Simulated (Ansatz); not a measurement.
This guess for B is about to be relaxed.

```
B
1.0
     0.00000    2.55005    4.11257
     1.23077    0.00000    4.11257
     1.23077    2.55005    0.00000
B
4
Cartesian
  1.2308 2.5501 6.7227
  0.6154 1.2750 0.5538
  1.2308 2.5501 1.5025
  0.6154 1.2750 3.5588
```

These are results of DFT PBE, scalar-relativistic, plane waves, PAW in Ansatz 0.2.0, not measurements. Cutoff 420 eV, Gaussian smearing, Γ-centred meshes. Cell and atoms relax first on a coarse mesh and then on a finer one. In between, the cell is made exact in the group found at 0.06 Å. In metals the finer mesh still leaves noise of several meV/atom or more. The steps can't lower the symmetry of their start. No spin polarisation.

A guess keeps its type if space group and coordination stay and the shape of the cell changes little (axis ratios within about 15 %, angles within 6°); the volume may change.

Q: Will the relaxed cell still be of the starting type?

A: It doesn't keep its type. The symmetry stays Fddd (No. 70). The volume per atom grows by 5.4 %, from 6.5 to 6.8 Å³. The shortest distance goes from 1.66 Å (B–B) to 1.78 Å (B–B). Counting neighbours within 15 % of an atom's shortest distance, the start has B 4 and the end B 6. In detail, at the end B is surrounded by 6 B at 1.78–1.86 Å and 2 B at 2.21 Å.

```
CELL_PARAMETERS angstrom
0.00000 2.93249 5.02312
0.92324 0.00000 5.02312
0.92324 2.93249 0.00000
ATOMIC_POSITIONS crystal
B 0.83054 0.83054 0.16946
B 0.08054 0.08054 0.41946
B 0.16946 0.16946 0.83054
B 0.41946 0.41946 0.08054
```

Energies count from the standard state of B at the same level.

Q: At what energy does it end?

A: +0.48 eV/atom. So it is a metastable form at best.

The last run used a 26×26×26 mesh for its 4-atom cell and Gaussian smearing of 0.10 eV. Symmetry constrained the relaxation, so the result can be a saddle point. Another cell of B relaxed alike, in R32, lies 297 meV/atom lower, so this cell isn't the stable form at this level.
